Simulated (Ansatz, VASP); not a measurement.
**One calculation of Mg4H, two programs**

INCAR

```
SYSTEM = Mg4H
PREC = Accurate
ENCUT = 520
EDIFF = 1E-6
ISMEAR = 0
SIGMA = 0.1
LREAL = .FALSE.
LASPH = .TRUE.
NELM = 100
ALGO = Normal
ISIF = 2
LWAVE = .FALSE.
LCHARG = .FALSE.
LDIPOL = .TRUE.
IDIPOL = 3
DIPOL = 0.5 0.5 0.504
GGA = PS
NBANDS = 12
```

File KPOINTS:

```
Automatic mesh
0
G
  9 9 1
  0 0 0
```

POSCAR

```
Mg4H
1.0
    3.1837023370      0.0000000000      0.0000000000
   -1.5918511685      2.7571671019      0.0000000000
    0.0000000000      0.0000000000     26.7081898776
Mg H
4 1
Direct
    0.6666666667      0.3333333333      0.3182544395
    0.3333333333      0.6666666666      0.4146106426
    0.6666666667      0.3333333333      0.5090329198
    0.3333333333      0.6666666666      0.6065324327
    0.3333333333      1.1666666666      0.6708716985
```

Input for Ansatz:

```yaml
crystal:
  lattice:
    - [3.183702337, 0.0, 0.0]
    - [-1.5918511685, 2.7571671019, 0.0]
    - [0.0, 0.0, 26.7081898776]
  atoms:
    - { symbol: Mg, position: [0.6666666667, 0.3333333333, 0.3182544395] }
    - { symbol: Mg, position: [0.3333333333, 0.6666666666, 0.4146106426] }
    - { symbol: Mg, position: [0.6666666667, 0.3333333333, 0.5090329198] }
    - { symbol: Mg, position: [0.3333333333, 0.6666666666, 0.6065324327] }
    - { symbol: H, position: [0.3333333333, 1.1666666666, 0.6708716985] }
basis:
  ecutwfc: 420
kpoints:
  mp_grid: { grid: [9, 9, 1] }
hamiltonian:
  xc: pbesol
scf:
  occupations: { method: gaussian, width: 0.1 }
output:
  forces: true
  stress: true
  eigenvalues: true
  write_density: true
  write_potential: true
  elf: true
  volumetric_format: npy
efield:
  axis: 3
  dipole_correction: true
  ramp_width: 0.04
```

Alike in both runs: task single point; functional PBEsol; k mesh 9 × 9 × 1; occupations gaussian, width 0.1 eV; no spin polarisation.

|  | VASP | Ansatz |
| --- | --- | --- |
| version | VASP 6.6.1 | Ansatz 0.2.0 |
| potentials or method | VASP PAW PBE potentials, release 64 (Mg, H) | scalar-relativistic, plane waves, PAW |
| plane-wave cutoff (eV) | 520 | 420 |
| valence electrons in the cell | 9 | 41 |

```tsv
	VASP	Ansatz	Ansatz less VASP
gap on the k mesh at the Fermi level (eV)	none	none	-
rms of the force components (eV/Å)	0.558	0.558	-0.0005
```

Atom by atom the forces differ by 0.001 eV/Å (rms over components). A gap of «none» marks a metal or a gap that the smearing closes. With one functional, cell and mesh, what is left measures potentials, basis and numerics. The two sets of potentials don't hold the same shells in valence. Ansatz warned: «xc_potential_rough_in_thin_density».

Caveats: the PAW data sets were made with another functional, which shifts forces and pressure a little (VASP).
